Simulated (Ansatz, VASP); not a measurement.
**Si: VASP beside Ansatz**

```
CELL_PARAMETERS angstrom
5.47571 0.00000 0.00000
-2.73786 4.74211 0.00000
0.00000 0.00000 5.12248
ATOMIC_POSITIONS crystal
Si 0.23252 0.46505 0.25000
Si 0.53495 0.76748 0.58333
Si 0.23252 0.76748 0.91667
Si 0.76748 0.53495 0.75000
Si 0.46505 0.23252 0.08333
Si 0.76748 0.23252 0.41667
```

Alike in both runs: functional PBE; k mesh 6 × 6 × 4; occupations gaussian, width 0.1 eV; no spin polarisation.

Ansatz relaxed the structure, and its values are those at the end. VASP's run is a single point on that final structure, the one shown.

```csv
,VASP,Ansatz
version,VASP 6.6.1,Ansatz 0.2.0
potentials or method,"VASP PAW PBE potentials, release 64 (Si)","scalar-relativistic, plane waves, PAW"
plane-wave cutoff (eV),520,420
valence electrons in the cell,24,24
```

|  | VASP | Ansatz | Ansatz less VASP |
| --- | --- | --- | --- |
| gap on the k mesh at the Fermi level (eV) | 1.58 | 1.58 | -0.001 |
| least direct gap on the mesh (eV) | 2.01 | 2.01 | -0.001 |
| pressure (GPa) | 0.0 | 0.1 | +0.06 |

A k mesh can miss the band edges.
